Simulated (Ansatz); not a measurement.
**Structures of AlNi: which is lowest?**

Plane-wave DFT in Ansatz with scalar-relativistic PAW potentials, cutoff 420 eV, Γ-centred meshes chosen by cell and gap, Gaussian smearing with energies taken to zero width. Every cell was relaxed (cell and atoms) in a run of its own, within the symmetry of its start. Functional: PBE.

Relaxed structures (starts from databases or built by putting these elements on another compound's sites):
A. P4/mmm, 2 atoms in the computed cell, a = 2.889 Å, c = 2.901 Å; sites (symmetry × multiplicity) Al 4/mmm × 1, Ni 4/mmm × 1; start: database
B. P6_3/mmc, 4 atoms in the computed cell, a = 2.736 Å, c = 7.766 Å; sites (symmetry × multiplicity) Al -3m. × 2, Ni -6m2 × 2; start: built
C. R-3m, 2 atoms in the computed cell, a = 2.730 Å, c = 11.711 Å; sites (symmetry × multiplicity) Al -3m × 3, Ni -3m × 3; start: database

**Question.** Rank them by energy. Could pressure change the order?

**Answer.**
```tsv
structure	group	E − E(lowest) (meV/atom)	V (Å³/atom)	gap on mesh (eV)
A	P4/mmm	0.0	12.11	0.00
B	P6_3/mmc	228	12.58	0.00
C	R-3m	241	12.60	0.00
```

A is lowest, 228 meV/atom under B. The lowest is also the densest of these, so pressure wouldn't bring one of the others in at first order. Other structures may lie lower than all of these, and vibrations aren't counted.

Spin polarisation was left out, and a magnetic state may lie lower.